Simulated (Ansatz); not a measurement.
## AlNi: a phonon run with occupations fermi-dirac, width 0.05 eV

Method: DFT PBEsol, scalar-relativistic, plane waves, PAW (Ansatz).

Launched with:
```bash
ansatz run input.yaml --threads 1 --pin off --max-ram 3072MiB --backend cpu --events-out ev --progress --plain --runs-dir out
```

Input (bare energies are in eV):
```yaml
crystal:
  lattice:
    - [2.0240845329, -2.0240834525, 0.0]
    - [2.0240845329, 2.0240834525, 0.0]
    - [0.0, 0.0, 2.8647504702]
  atoms:
    - { symbol: Al, position: [0.0, 0.0, 0.0] }
    - { symbol: Ni, position: [0.5, 0.5, 0.5] }
basis:
  ecutwfc: 420
kpoints:
  mp_grid: { grid: [16, 16, 14] }
hamiltonian:
  xc: pbesol
scf:
  occupations: { method: fermi_dirac, width: 0.05 }
output:
  eigenvalues: true
phonons:
  method: dfpt
```

From the output:
```
--- Phonons (Γ-DFPT): 4 representative perturbations + reference, on 584 of 3584 k-points (Σ response iterations 12) ---
  k mesh reduced under 8 symmetry operations, with k and −k counted as one. Each operation leaves every solved displacement unchanged or reverses it
  ASR residual: 3.420e-4 → 0.000e0 eV/Å²; symmetrization residual: 1.565e-6 eV/Å²
  ASR residual per site (eV/Å²): 6.66e-5 3.42e-4
  Γ frequencies (cm⁻¹): 0.00 0.00 0.00 301.47 301.47 301.81
  non-analytic LO–TO correction: not included (Born effective charges unavailable; polar crystals: no LO–TO splitting at Γ)
```

It took 74 s on 1 thread of Arm Neoverse V1 (shared host), peak memory 0.85 GiB.

Beside the reference run (Settings: 420 eV plane-wave cutoff, Γ-centred 16×16×14 mesh, Fermi-Dirac smearing of 0.15 eV. No spin polarisation. Phonons by linear response, acoustic sum rule imposed.), the optical modes at Γ (cm⁻¹, by rank, those that always equal the one before left out, no LO field; i marks imaginary):
```
                               setting mode 1
                         reference run     302
occupations fermi-dirac, width 0.05 eV     301
```

In a metal, frequencies and elastic constants depend on the k mesh and the smearing, soft modes and shear constants most. Spin polarisation was left out, and a magnetic state may lie lower.